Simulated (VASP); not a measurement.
The system is MoP.

```
CELL_PARAMETERS angstrom
3.22300 0.00000 0.00000
-1.61150 2.79120 0.00000
0.00000 0.00000 3.19100
ATOMIC_POSITIONS crystal
Mo 0.00000 0.00000 0.00000
P 0.33333 0.66667 0.50000
```

| Property | Result |
| --- | --- |
| Program | VASP 6.6.1 |
| Task | relaxation of cell and atoms |
| Functional | PBEsol |
| Potentials or basis | VASP PAW PBE potentials, release 64 (Mo_sv, P) |
| Cutoff | 600 eV |
| k mesh | 15 × 15 × 11 |
| Occupations | methfessel-paxton, width 0.1 eV |
| Spin | no spin polarisation |

At the start: pressure -3.5 GPa; volume 14.35 Å³/atom.

Question: How do energy, volume and symmetry change on relaxing?

Answer: Over 3 steps the energy falls by 2.3 meV/atom and the volume is 14.15 Å³/atom (-1.4 %); space group P-6m2 (No. 187, to 0.05 Å).

The path:
```tsv
step	energy change (eV)	largest force (eV/Å)	pressure (GPa)	volume (Å³)
1	0.0000	0.0000	-3.45	28.71
2	0.0171	0.0000	8.10	27.44
3	-0.0046	0.0000	-0.04	28.30
```

Final structure:
```cif
data_structure
_symmetry_space_group_name_H-M 'P 1'
_symmetry_Int_Tables_number 1
_cell_length_a 3.2094
_cell_length_b 3.2094
_cell_length_c 3.1725
_cell_angle_alpha 90.000
_cell_angle_beta 90.000
_cell_angle_gamma 120.000
_cell_volume 28.30
loop_
_atom_site_label
_atom_site_type_symbol
_atom_site_fract_x
_atom_site_fract_y
_atom_site_fract_z
_atom_site_occupancy
Mo1 Mo 0.00000 0.00000 0.00000 1
P1 P 0.33333 0.66667 0.50000 1
```

Caveat: the PAW data sets were made with another functional, which shifts forces and pressure a little.
